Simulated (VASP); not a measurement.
A run of VASP 6.6.1 is set up as follows.

The input INCAR:

```
ALGO = Normal ; AMIX = 0.2
AMIX_MAG = 0.8 ; BMIX = 1E-4
BMIX_MAG = 1E-4 ; EDIFF = 1E-7
EDIFFG = -0.005 ; ENCUT = 600
GGA = PE ; IBRION = 2
ISIF = 3 ; ISMEAR = 1
ISPIN = 2 ; LASPH = True
LCHARG = False ; LMAXMIX = 4
LORBIT = 11 ; LREAL = False
LWAVE = False ; MAGMOM = 2.5 -2.5
NELM = 150 ; NSW = 90
PREC = Accurate ; SIGMA = 0.1
```

KPOINTS

```
k-points
0
Gamma
  16 16 10
```

Contents of POSCAR:

```
Fe                                      
1.0
    1.2107658574     -1.2107658574      1.7055332611
   -1.2107658574      1.2107658574      1.7055332611
   -2.6108891589     -2.6108891589     -0.0000000000
  Fe            
     2
Direct
     0.0000000000000000    1.0000000000000000    0.0000000000000000
     0.5000000000000000    0.5000000000000000    0.5000000000000000
```

Potentials or basis: VASP PAW PBE potentials, release 64 (Fe).

Run with:

```console
$ cat potpaw_PBE.64/Fe/POTCAR > POTCAR
$ mpirun -np 1 vasp_std > vasp.out
```

Problem. Predict the relaxed volume.

Solution. 10.78 Å³/atom.

Problem. Predict the relaxed cell.

Solution. a = 2.417 Å, b = 2.417 Å, c = 3.690 Å, α = 90.00°, β = 90.00°, γ = 90.13°.

Problem. Predict the site moments.

Solution. Fe +1.60, -1.60 μB.

Problem. Estimate the net moment.

Solution. 0.00 μB per cell.

Stress tensor (GPa, compression positive):
```
0.02 0.05 0.00
0.05 0.02 0.00
0.00 0.00 0.06
```
